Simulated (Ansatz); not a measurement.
**Is this LiF structure a true minimum?**

The cell was reached from a generator's guess, though it ends in a space group that the Crystallography Open Database lists for this formula.

Theory: DFT PBE, scalar-relativistic, plane waves, PAW in Ansatz. Cutoff 420 eV; k points 10×10×10 on the computed 2-atom cell (Γ-centred); Gaussian smearing, width 0.02 eV; no spin polarisation.

The cell below (2 atoms, space group Fm-3m (No. 225)) is relaxed within its symmetry.

```
Li F
1.0
     0.00000    2.03384    2.03384
     2.03384    0.00000    2.03384
     2.03384    2.03384    0.00000
Li F
1 1
Cartesian
  2.0338 2.0338 2.0338
  0.0000 0.0000 0.0000
```

For the test a repeat of it with 4 atoms (edges 2.88, 2.88, 4.98 Å) was strained at random (σ = 1.5 % a component), the atoms were moved at random (σ = 0.10 Å), and all was relaxed again on a coarse 6×6×6 mesh (in the run’s order of axes) with 0.10 eV smearing, with no symmetry imposed.

Question: Does it come back?

Answer: It returns, within 1 meV/atom of the unmoved cell on that mesh and with the same symmetry when read at 0.1 Å. No instability shows in this cell; modes of other wave vectors, which need another repeat, aren't tested.
